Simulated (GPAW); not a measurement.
A run of GPAW 26.7.0 is set up as follows.

run.py

```python
from ase import Atoms
from ase.calculators.mixing import SumCalculator
from ase.filters import FrechetCellFilter
from ase.io import write
from ase.optimize import LBFGS
from ase.units import GPa
from dftd3.ase import DFTD3
from gpaw import GPAW, PW

atoms = Atoms(['Fe'],
              cell=[[-1.443, 1.443, 1.443],
                    [1.443, -1.443, 1.443],
                    [1.443, 1.443, -1.443]],
              scaled_positions=[[0.0, 0.0, 0.0]],
              pbc=True)
atoms.set_initial_magnetic_moments([3.0])

calc = GPAW(mode=PW(600),
            xc='RPBE',
            kpts={'size': (13, 13, 13), 'gamma': True},
            occupations={'name': 'fermi-dirac', 'width': 0.05},
            nbands=12,
            convergence={'density': 1e-05, 'forces': 0.0001},
            maxiter=150,
            txt='gpaw.txt')
atoms.calc = SumCalculator([calc, DFTD3(method='rpbe', damping='d3bj')])
opt = LBFGS(FrechetCellFilter(atoms, scalar_pressure=5 * GPa), trajectory='relax.traj', logfile='-')
done = opt.run(fmax=0.01, steps=60)
calc.write('gs.gpw')
write('result.traj', atoms)
print('Converged:', done)
print('Cell:', atoms.cell.cellpar().round(4))
print('Volume:', round(atoms.get_volume(), 4))
print(atoms.get_scaled_positions().round(5))
```

Potentials or basis: the program's PAW data sets (release 1.2.1) made for this functional, pw.

Command:

```sh
$ OMP_NUM_THREADS=1 python run.py
```

(1) Estimate the site moments.

(2) What does it give for the space group after relaxing (to 0.05 Å)?

(3) Estimate the dispersion energy per atom.

Answers

(1) Fe +2.04 μB.

(2) Im-3m (No. 229).

(3) -2.079 eV.

Caveat: each step starts from the last one's moments, so a moment once lost doesn't come back; later steps reuse the first step's grids; pairwise dispersion overbinds metals, which lowers pressure and volume.
